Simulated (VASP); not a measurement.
# Zr (P6_3/mmc) in VASP: notebook

Aim: see how the results for Zr move with the level of theory and the settings. Levels: PBE, LDA. Tasks: relaxation of cell and atoms.

Program: VASP 6.6.1. These are calculated values, not measurements. Logs are shortened: lines on timing, memory, paths and dates and some standing lists are left out, and cuts for length are marked.

**1. The crystal as given**

Symmetry: P6_3/mmc, No. 194, hexagonal system. The conventional cell has a = 3.234 Å, b = 3.234 Å, c = 5.151 Å, α = 90.00°, β = 90.00°, γ = 120.00°. Around Zr (site symmetry -6m2) lie 12 Zr at 3.18 to 3.23 Å.

**2. Relaxation of cell and atoms, PBE**

File INCAR:

```
SYSTEM = Zr
ALGO     = Normal         ! electronic algorithm
EDIFF    = 1E-7           ! SCF threshold, eV
EDIFFG   = -0.005         ! ionic threshold
ENCUT    = 300            ! plane-wave cutoff, eV
GGA      = PE             ! functional
IBRION   = 2              ! ionic algorithm
ISIF     = 3              ! what is computed and relaxed
ISMEAR   = 1              ! smearing method
LASPH    = .TRUE.         ! aspherical terms in the spheres
LCHARG   = .FALSE.        ! write CHGCAR
LREAL    = .FALSE.        ! projectors in reciprocal space
LWAVE    = .FALSE.        ! write WAVECAR
NELM     = 80             ! most SCF steps
NSW      = 90             ! ionic steps
PREC     = Accurate       ! precision mode
SIGMA    = 0.1            ! smearing width, eV
```

File KPOINTS:

```
k-points
0
G
  8 8 4
  0 0 0
```

File POSCAR:

```
Zr                                      
1.0
    3.2336485590      0.0000000000      0.0000000000
   -1.6168242795      2.8004217990      0.0000000000
    0.0000000000      0.0000000000      5.1511337717
  Zr            
     2
Direct
     0.3333333332999970    0.6666666667000030    0.2500000000000000
     0.6666666667000030    0.3333333332999970    0.7500000000000000
```

Potentials or basis: VASP PAW PBE potentials, release 64 (Zr_sv).

Run with:

```console
$ cat potpaw_PBE.64/Zr_sv/POTCAR > POTCAR
$ mpirun -np 1 vasp_std > vasp.out
```

OUTCAR:

```text
SYSTEM = Zr
   EDIFF = 1E-7
   EDIFFG = -0.005
   ENCUT = 300
   GGA = PE
   IBRION = 2
   ISIF = 3
   ISMEAR = 1
   LASPH = .TRUE.
   LREAL = .FALSE.
   NELM = 80
   NSW = 90
   PREC = Accurate

 ion  position               nearest neighbor table
   1  0.333  0.667  0.250-   2 3.18   2 3.18   2 3.18   2 3.18   2 3.18   2 3.18
   2  0.667  0.333  0.750-   1 3.18   1 3.18   1 3.18   1 3.18   1 3.18   1 3.18

  LATTYP: Found a hexagonal cell.
 ALAT       =     3.2336485590
 C/A-ratio  =     1.5929788527

  Lattice vectors:

 A1 = (   3.2336485590,   0.0000000000,   0.0000000000)
 A2 = (  -1.6168242795,   2.8004217990,   0.0000000000)
 A3 = (   0.0000000000,   0.0000000000,   5.1511337717)

Analysis of symmetry for initial positions (statically):
=====================================================================
 Subroutine PRICEL returns:
 Original cell was already a primitive cell.

 Routine SETGRP: Setting up the symmetry group for a
 hexagonal supercell.

 Subroutine GETGRP returns: Found 24 space group operations
 (whereof 12 operations were pure point group operations)
 out of a pool of 24 trial point group operations.

The static configuration has the point symmetry D_3d.
 The point group associated with its full space group is D_6h.

Analysis of symmetry for dynamics (positions and initial velocities):
=====================================================================
 Subroutine PRICEL returns:
 Original cell was already a primitive cell.

 Routine SETGRP: Setting up the symmetry group for a
 hexagonal supercell.

 Subroutine GETGRP returns: Found 24 space group operations
 (whereof 12 operations were pure point group operations)
 out of a pool of 24 trial point group operations.

The dynamic configuration has the point symmetry D_3d.
 The point group associated with its full space group is D_6h.

 Subroutine INISYM returns: Found 24 space group operations
 (whereof 12 operations are pure point group operations),
 and found     1 'primitive' translations

----------------------------------------------------------------------------------------

                                     Primitive cell

  volume of cell :      46.6465

  direct lattice vectors                    reciprocal lattice vectors
     3.233648559  0.000000000  0.000000000     0.309248201  0.178544532  0.000000000
    -1.616824280  2.800421799  0.000000000     0.000000000  0.357089064  0.000000000
     0.000000000  0.000000000  5.151133772     0.000000000  0.000000000  0.194132019

  length of vectors
     3.233648559  3.233648559  5.151133772     0.357089064  0.357089064  0.194132019

  position of ions in fractional coordinates (direct lattice)
     0.333333333  0.666666667  0.250000000
     0.666666667  0.333333333  0.750000000

  ion indices of the primitive-cell ions
   primitive index   ion index
                 1           1
                 2           2

----------------------------------------------------------------------------------------

 KPOINTS: k-points

Automatic generation of k-mesh.
 Grid dimensions read from file:
 generate k-points for:    8    8    4

 Generating k-lattice:

  Cartesian coordinates                     Fractional coordinates (reciprocal lattice)
     0.038656025  0.022318067  0.000000000     0.125000000  0.000000000  0.000000000
     0.000000000  0.044636133  0.000000000     0.000000000  0.125000000  0.000000000
     0.000000000  0.000000000  0.048533005     0.000000000  0.000000000  0.250000000

  Length of vectors
     0.044636133  0.044636133  0.048533005

  Shift w.r.t. Gamma in fractional coordinates (k-lattice)
     0.000000000  0.000000000  0.000000000

 Subroutine IBZKPT returns following result:
 ===========================================

 Found     30 irreducible k-points:

 Following reciprocal coordinates:
            Coordinates               Weight
  0.000000  0.000000  0.000000      1.000000
  0.125000  0.000000  0.000000      6.000000
  0.250000  0.000000  0.000000      6.000000
  0.375000  0.000000  0.000000      6.000000
  0.500000  0.000000  0.000000      3.000000
  0.125000  0.125000  0.000000      6.000000
[... 16 lines left out ...]
  0.250000  0.000000  0.500000      6.000000
  0.375000  0.000000  0.500000      6.000000
 [... further k-points ...]
   k-points           NKPTS =     30   k-points in BZ     NKDIM =     30   number of bands    NBANDS=     16
   number of dos      NEDOS =    301   number of ions     NIONS =      2
   total plane-waves  NPLWV =   9720
   dimension x,y,z NGX =    18 NGY =   18 NGZ =   30
   dimension x,y,z NGXF=    36 NGYF=   36 NGZF=   60
   ions per type =               2
   NGX,Y,Z   is equivalent  to a cutoff of   9.25,  9.25,  9.68 a.u.
   NGXF,Y,Z  is equivalent  to a cutoff of  18.51, 18.51, 19.36 a.u.
 SYSTEM =  Zr
   PREC   = accura    normal or accurate (medium, high low for compatibility)
   ISTART =      0    job   : 0-new  1-cont  2-samecut
   ICHARG =      2    charge: 1-file 2-atom 10-const
   ISPIN  =      1    spin polarized calculation?
   LNONCOLLINEAR =      F non collinear calculations
   LSORBIT =      F    spin-orbit coupling
   LASPH  =      T    aspherical Exc in radial PAW
   ENCUT  =  300.0 eV  22.05 Ry    4.70 a.u.   4.57  4.57  7.27*2*pi/ulx,y,z
   NELM   =     80;   NELMIN=  2; NELMDL= -5     # of ELM steps
   EDIFF  = 0.1E-06   stopping-criterion for ELM
   LREAL  =      F    real-space projection
   EDIFFG = -.5E-02   stopping-criterion for IOM
   NSW    =     90    number of steps for IOM
   IBRION =      2    ionic relax: 0-MD 1-quasi-New 2-CG
   NFREE  =      1    steps in history (QN), initial steepest desc. (CG)
   ISIF   =      3    stress and relaxation
   ISYM   =      2    0-nonsym 1-usesym 2-fastsym
   POTIM  = 0.5000    time-step for ionic-motion
   TEBEG  =    0.0;   TEEND  =   0.0 temperature during run
   PSTRESS=    0.0 pullay stress
   NELECT =      24.0000    total number of electrons
   NUPDOWN=      -1.0000    fix difference up-down
   EMIN   =  10.00;   EMAX   =-10.00  energy-range for DOS
   EFERMI =   0.00;   METHOD = LEGACY
   ISMEAR =     1;   SIGMA  =   0.10  broadening in eV -4-tet -1-fermi 0-gaus
   EFERMI_NEDOS =   21; number of points for ismear=-14 and -15
   IALGO  =     38    algorithm
   IMIX   =      4    mixing-type and parameters
     AMIX     =   0.40;   BMIX     =  1.00
     AMIX_MAG =   1.60;   BMIX_MAG =  1.00
  volume/ion in A,a.u.               =      23.32       157.39
  Fermi-wavevector in a.u.,A,eV,Ry     =   1.311814  2.478969 23.413662  1.720856
  Thomas-Fermi vector in A             =   2.442249
   LORBIT       =      0    0 simple, 1 ext, 2 COOP (PROOUT), +10 PAW based schemes
   GGA     = PE    functional components
   LHFCALC =     F    Hartree Fock is set to
   AEXX    =    0.0000 exact exchange contribution
   IVDW    =     0    specifies the selected vdW correction
   LEPSILON=     F    determine dielectric tensor
   LRPA    =     F    only Hartree local field effects (RPA)
 conjugate gradient relaxation of ions
 non-spin polarized calculation
 Methfessel and Paxton  Order N= 1 SIGMA  =   0.10
  energy-cutoff  :      300.00
  volume of cell :       46.65
 maximum number of plane-waves:       564
   NGX =  9   NGY =  9   NGZ = 15

 number of electron      23.9999999 magnetization

 Free energy of the ion-electron system (eV)
  ---------------------------------------------------
  ext. energy  EPLUGINS =         0.00000000
  ---------------------------------------------------
  free energy    TOTEN  =       -17.03446886 eV

  energy without entropy =      -17.03660729  energy(sigma->0) =      -17.03518167

 E-fermi :   9.0364     XC(G=0): -11.0750

 val. band max:        9.0269800059   @ k =   0.3750   0.2500   0.2500
 cond. band min:       9.1018000778   @ k =   0.1250   0.0000   0.0000
 fundamental gap:      0.0748200719
 Fermi energy:         9.0363897315

 k-point     1 :       0.0000    0.0000    0.0000
  band No.  band energies     occupation
      1     -39.8563      2.00000
      2     -39.7028      2.00000
      3     -18.3876      2.00000
      4     -17.5249      2.00000
      5     -17.5249      2.00000
      6     -17.3896      2.00000
[... 8 lines left out ...]
     15      10.5288     -0.00000
     16      10.5288     -0.00000

 k-point     2 :       0.1250    0.0000    0.0000
  band No.  band energies     occupation
      1     -39.8393      2.00000
      2     -39.6959      2.00000
      3     -18.3409      2.00000
      4     -17.6269      2.00000
      5     -17.5584      2.00000
      6     -17.4897      2.00000
[... 8 lines left out ...]
     15      10.5705     -0.00000
     16      10.7494     -0.00000

 k-point     3 :       0.2500    0.0000    0.0000
  band No.  band energies     occupation
      1     -39.7956      2.00000
      2     -39.6807      2.00000
      3     -18.2148      2.00000
      4     -17.8711      2.00000
      5     -17.7292      2.00000
      6     -17.6334      2.00000
[... 8 lines left out ...]
     15      10.2628     -0.00000
     16      11.3773      0.00000

 k-point     4 :       0.3750    0.0000    0.0000
  band No.  band energies     occupation
      1     -39.7460      2.00000
      2     -39.6708      2.00000
      3     -18.1135      2.00000
      4     -18.0538      2.00000
      5     -17.9529      2.00000
      6     -17.7039      2.00000
[... 8 lines left out ...]
     15      10.0780     -0.00000
     16      12.9620      0.00000
[... 324 lines left out ...]
 k-point    22 :       0.1250    0.0000    0.5000
  band No.  band energies     occupation
      1     -39.7680      2.00000
      2     -39.7680      2.00000
      3     -17.9245      2.00000
      4     -17.9245      2.00000
      5     -17.5216      2.00000
      6     -17.5216      2.00000
[... 8 lines left out ...]
     15      10.0492     -0.00000
     16      10.0492     -0.00000

 k-point    23 :       0.2500    0.0000    0.5000
  band No.  band energies     occupation
      1     -39.7384      2.00000
      2     -39.7384      2.00000
      3     -18.0312      2.00000
      4     -18.0312      2.00000
      5     -17.6157      2.00000
      6     -17.6157      2.00000
[... 8 lines left out ...]
     15      10.7430     -0.00000
     16      10.7430     -0.00000

 k-point    24 :       0.3750    0.0000    0.5000
  band No.  band energies     occupation
      1     -39.7084      2.00000
      2     -39.7084      2.00000
      3     -18.2038      2.00000
      4     -18.2038      2.00000
      5     -17.6346      2.00000
      6     -17.6346      2.00000
[... 8 lines left out ...]
     15      11.1394      0.00000
     16      11.1394      0.00000

 [... further k-points ...]
[... 5 lines left out ...]
  --------------------------------------------------------------------------------------
  -------------------------------------------------------------------------------------
  Total       -0.0064150     -0.0064150      0.0045632      0.0000000     -0.0000000      0.0000000
  in kB       -0.2203369     -0.2203369      0.1567324      0.0000000     -0.0000000      0.0000000
  external PRESSURE =      -0.0946471 kB  Pullay stress =       0.0000000 kB

 VOLUME and BASIS-vectors are now :
 -----------------------------------------------------------------------------
  energy-cutoff  :      300.00
  volume of cell :       46.65
      direct lattice vectors                 reciprocal lattice vectors
     3.233648559  0.000000000  0.000000000     0.309248201  0.178544532  0.000000000
    -1.616824280  2.800421799  0.000000000     0.000000000  0.357089064  0.000000000
     0.000000000  0.000000000  5.151133772     0.000000000  0.000000000  0.194132019

 POSITION                                       TOTAL-FORCE (eV/Angst)
 -----------------------------------------------------------------------------------
     -0.00000      1.86695      1.28778         0.000000      0.000000      0.000000
      1.61682      0.93347      3.86335        -0.000000     -0.000000      0.000000
 -----------------------------------------------------------------------------------
    total drift:                               -0.000000      0.000000     -0.000000

  FREE ENERGIE OF THE ION-ELECTRON SYSTEM (eV)
  ---------------------------------------------------
  free  energy   TOTEN  =       -17.0344688559 eV

  energy  without entropy=      -17.0366072944  energy(sigma->0) =      -17.03518167

 reached required accuracy - stopping structural energy minimisation
```

Wall time 12 s (1 thread of Intel Xeon Platinum 8488C (Sapphire Rapids), shared host); peak memory 0.13 GiB.

What came out:

| Item | Value |
| --- | --- |
| Free energy | -17.0345 eV |
| Pressure after relaxing | 0.0 GPa |
| Band gap on the k mesh | none (metal or under the smearing width) |

Final structure:
```
Zr
1.0
     3.23365    0.00000    0.00000
    -1.61682    2.80042    0.00000
     0.00000    0.00000    5.15113
Zr
2
Direct
  0.33333 0.66667 0.25000
  0.66667 0.33333 0.75000
```

Levels at points of the mesh, in eV from the Fermi level:
```tsv
k point	band 10	band 11	band 12	band 13	band 14	band 15
(0.00, 0.00, 0.00)	-3.07	0.80	0.80	0.95	1.11	1.49
(0.50, 0.00, 0.00)	-2.54	-2.19	-0.27	0.48	0.72	1.40
(0.00, 0.00, 0.50)	-3.97	-0.01	-0.01	0.71	0.71	0.71
(0.50, 0.00, 0.50)	-2.91	-1.11	-1.11	1.57	1.57	2.15
```

Caveat: the relaxation stopped at its first step, so nothing moved.

**3. Relaxation of cell and atoms, LDA, target pressure 5.34 GPa, at which the enthalpy is minimised**

File INCAR:

```
PREC     = Accurate       # precision mode
ENCUT    = 600            # plane-wave cutoff, eV
EDIFF    = 1E-6           # SCF threshold, eV
ISMEAR   = 1              # smearing method
SIGMA    = 0.1            # smearing width, eV
LREAL    = False          # projectors in reciprocal space
LASPH    = True           # aspherical terms in the spheres
NELM     = 80             # most SCF steps
ALGO     = Normal         # electronic algorithm
ISIF     = 3              # what is computed and relaxed
LWAVE    = False          # write WAVECAR
LCHARG   = False          # write CHGCAR
IBRION   = 2              # ionic algorithm
NSW      = 90             # ionic steps
EDIFFG   = -0.01          # ionic threshold
PSTRESS  = 53.4
```

File KPOINTS:

```
regular mesh
0
Gamma
  15 15 7
```

File POSCAR:

```
Zr
1.0
    3.2320000000      0.0000000000      0.0000000000
   -1.6160000000      2.7989941050      0.0000000000
    0.0000000000      0.0000000000      5.1470000000
Zr
2
Direct
    0.3333333333      0.6666666667      0.2500000000
    0.6666666667      0.3333333333      0.7500000000
```

Potentials or basis: VASP PAW LDA potentials, release 64 (Zr_sv).

Run with:

```console
$ cat potpaw_LDA.64/Zr_sv/POTCAR > POTCAR
$ mpirun -np 1 vasp_std > vasp.out
```

It took 3.4 min on 1 thread of Intel Xeon 6975P-C (Granite Rapids), shared host; peak memory 0.22 GiB.

The run converged. Its results:

| Item | Value |
| --- | --- |
| Free energy | -18.5525 eV |
| Relaxed volume | 20.80 Å³/atom |
| Relaxed cell | a = 3.090 Å, b = 3.090 Å, c = 5.031 Å, α = 90.00°, β = 90.00°, γ = 120.00° |
| Space group after relaxing (to 0.05 Å) | P6_3/mmc (No. 194) |
| Energy change on relaxing (the enthalpy is what falls) | -12.4 meV/atom |
| Ionic steps | 11 |
| Pressure after relaxing | 5.3 GPa |
| Band gap on the k mesh | none (metal or under the smearing width) |

Step by step:
| step | energy change (eV) | largest force (eV/Å) | pressure (GPa) | volume (Å³) |
| --- | --- | --- | --- | --- |
| 1 | 0.0000 | 0.0000 | -6.03 | 46.56 |
| 2 | 0.4661 | 0.0000 | 25.71 | 36.29 |
| 3 | -0.0284 | 0.0000 | 4.94 | 41.81 |
| 4 | -0.0241 | 0.0000 | 5.32 | 41.67 |
| 5 | -0.0209 | 0.0000 | 5.59 | 41.58 |
| 6 | -0.0224 | 0.0000 | 5.58 | 41.54 |
| 7 | -0.0221 | 0.0000 | 5.58 | 41.51 |
| 8 | -0.0220 | 0.0000 | 5.59 | 41.51 |
| 9 | -0.0219 | 0.0000 | 5.59 | 41.51 |
| 10 | -0.0286 | 0.0000 | 5.00 | 41.71 |
| 11 | -0.0248 | 0.0000 | 5.33 | 41.59 |

Final structure:
```
Zr
1.0
     3.08978    0.00000    0.00000
    -1.54489    2.67582    0.00000
     0.00000    0.00000    5.03074
Zr
2
Direct
  0.33333 0.66667 0.25000
  0.66667 0.33333 0.75000
```

Levels at points of the mesh, in eV from the Fermi level:
```csv
k point,band 9,band 10,band 11,band 12,band 13,band 14,band 15,band 16
"(0.00, 0.00, 0.00)",-5.81,-3.36,0.80,0.87,0.87,1.55,1.62,1.62
```

Caveat: the cell is relaxed towards a set pressure, so the enthalpy falls and the energy may rise. LDA usually gives volumes a few per cent too small.

**4. Relaxation of cell and atoms, LDA, target pressure 5.34 GPa, at which the enthalpy is minimised**

This run uses another cell than the first one, of 20.80 Å³/atom, 0.892 times its volume.

Edit INCAR of step 3 so:

```diff
@@ -2,3 +2,3 @@
 ENCUT    = 600            # plane-wave cutoff, eV
-EDIFF    = 1E-6           # SCF threshold, eV
+EDIFF    = 1E-7           # SCF threshold, eV
 ISMEAR   = 1              # smearing method
@@ -14,3 +14,3 @@
 NSW      = 90             # ionic steps
-EDIFFG   = -0.01          # ionic threshold
+EDIFFG   = -0.005         # ionic threshold
 PSTRESS  = 53.4
```

KPOINTS is that of step 3.

File POSCAR:

```
Zr                                      
1.0
    3.0897761813     -0.0000000000      0.0000000000
   -1.5448880907      2.6758246650      0.0000000000
   -0.0000000000      0.0000000000      5.0307446795
  Zr            
     2
Direct
     0.3333333332999970    0.6666666667000030    0.2500000000000000
     0.6666666667000030    0.3333333332999970    0.7500000000000000
```

Run with:

```console
$ cat potpaw_LDA.64/Zr_sv/POTCAR > POTCAR
$ mpirun -np 1 vasp_std > vasp.out
```

Wall time 62 s (1 thread of Intel Xeon 6975P-C (Granite Rapids), shared host); peak memory 0.2 GiB.

Results (log left out):

| Quantity | Value |
| --- | --- |
| Free energy | -18.5506 eV |
| Relaxed volume | 20.79 Å³/atom |
| Relaxed cell | a = 3.090 Å, b = 3.090 Å, c = 5.030 Å, α = 90.00°, β = 90.00°, γ = 120.00° |
| Space group after relaxing (to 0.05 Å) | P6_3/mmc (No. 194) |
| Energy change on relaxing (the enthalpy is what falls) | +0.2 meV/atom |
| Ionic steps | 3 |
| Pressure after relaxing | 5.3 GPa |
| Band gap on the k mesh | none (metal or under the smearing width) |

The path:
| step | energy change (eV) | largest force (eV/Å) | pressure (GPa) | volume (Å³) |
| --- | --- | --- | --- | --- |
| 1 | 0.0000 | 0.0000 | 5.30 | 41.59 |
| 2 | 0.0010 | 0.0000 | 5.39 | 41.56 |
| 3 | 0.0004 | 0.0000 | 5.34 | 41.58 |

Final structure:
```cif
data_structure
_symmetry_space_group_name_H-M 'P 1'
_symmetry_Int_Tables_number 1
_cell_length_a 3.0895
_cell_length_b 3.0895
_cell_length_c 5.0300
_cell_angle_alpha 90.000
_cell_angle_beta 90.000
_cell_angle_gamma 120.000
_cell_volume 41.58
loop_
_atom_site_label
_atom_site_type_symbol
_atom_site_fract_x
_atom_site_fract_y
_atom_site_fract_z
_atom_site_occupancy
Zr1 Zr 0.33333 0.66667 0.25000 1
Zr2 Zr 0.66667 0.33333 0.75000 1
```

Levels at points of the mesh, in eV from the Fermi level:
```
           k point  band 10  band 11  band 12  band 13  band 14  band 15
(0.00, 0.00, 0.00)    -3.36     0.80     0.87     0.87     1.55     1.62
```

Caveat: the cell is relaxed towards a set pressure, so the enthalpy falls and the energy may rise.
